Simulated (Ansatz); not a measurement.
**CO₂: computed properties**

These are results of Ansatz 0.2.0, DFT r2SCAN, scalar-relativistic, plane waves, PAW, not measurements.

Settings: cutoff 500 eV, Γ-centred mesh 6×6×4 on the computed 6-atom cell, Gaussian smearing of 0.02 eV; no spin polarisation.

The structure is relaxed at this level of theory with its symmetry kept. This form isn't the usual stable structure of the compound.

Space group Cmce (No. 64). a = 5.460 Å, b = 4.909 Å, c = 6.553 Å, α = 90.00°, β = 90.00°, γ = 90.00°
```csv
atom,site,symmetry,x,y,z
C,4a,2/m..,0.0000,0.0000,0.0000
O,8f,m..,0.5000,0.6906,0.8953
```

* Space group: Cmce (No. 64)
* Volume per atom: 98.8 bohr³
* Formation energy from the elements' standard states (uncorrected): -1.357 eV/atom
* Generalised Kohn–Sham band gap: 7.27 eV, indirect from Y to Γ
* Löwdin character of the top 1 eV of the valence band: O 2p 99 %
* Löwdin character of the lowest 1 eV of the conduction band: C 2s 26 %, C 2p 24 %, O 2p 21 %, unprojected 25 %
* Electron masses at the edge by Cartesian direction of the standard setting (m_e; degenerate bands sorted by energy; no spin-orbit coupling): x: 0.77; y: 0.65; z: 0.71
* Hole masses at the edge by Cartesian direction of the standard setting (m_e; degenerate bands sorted by energy; no spin-orbit coupling): x: 2.2; y: 4.5; z: 2.9
* Bulk modulus: 7.2 GPa
* Its pressure derivative: 7.8
* Bader charges (e): C (2 in the cell) 2.39, O (4 in the cell) -1.19

Each cell of CO2 holds molecules, and where no dispersion correction was added their binding is poorly described.

Cost: 8 runs of about 5.3 core-minutes in all, on Arm Neoverse V2 (shared hosts).